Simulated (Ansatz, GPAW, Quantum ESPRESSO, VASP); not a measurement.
**InPd: 5 runs at one level of theory**

```
In Pd
1.0
     3.27188    0.00000    0.00000
     0.00000    3.27188    0.00000
     0.00000    0.00000    3.27188
In Pd
1 1
Cartesian
  0.0000 0.0000 0.0000
  1.6359 1.6359 1.6359
```

The cell comes from a database or a generator and needn't be the stable form of this composition.

Alike in all runs: task equation of state; functional PBE; k mesh 8 × 8 × 8; occupations fermi-dirac, width 0.05 eV; no spin polarisation; no spin-orbit coupling.

```tsv
program and potentials	plane-wave cutoff (eV)	notes	equilibrium volume (Å³/atom)	bulk modulus (GPa)
VASP, PBE PAW files In_d, Pd, 520 eV	520	-	18.05	114.5
Ansatz, Ansatz PAW (earlier soft set)	420	-	18.03	114.6
Quantum ESPRESSO, SSSP 1.3 efficiency PBE	816	-	?	?
Ansatz, all-electron LAPW, scalar-relativistic	-	-	18.03	114.5
GPAW, GPAW PAW data sets (gpaw-data 1.2.1)	600	-	17.99	115.1
```

Estimate from the other rows what the run with Quantum ESPRESSO, SSSP 1.3 efficiency PBE gave.

Equilibrium volume 18.04 Å³/atom; bulk modulus 114.4 GPa. The other rows, which needn't bracket it: equilibrium volume 17.99 to 18.05; bulk modulus 114.5 to 115.1.
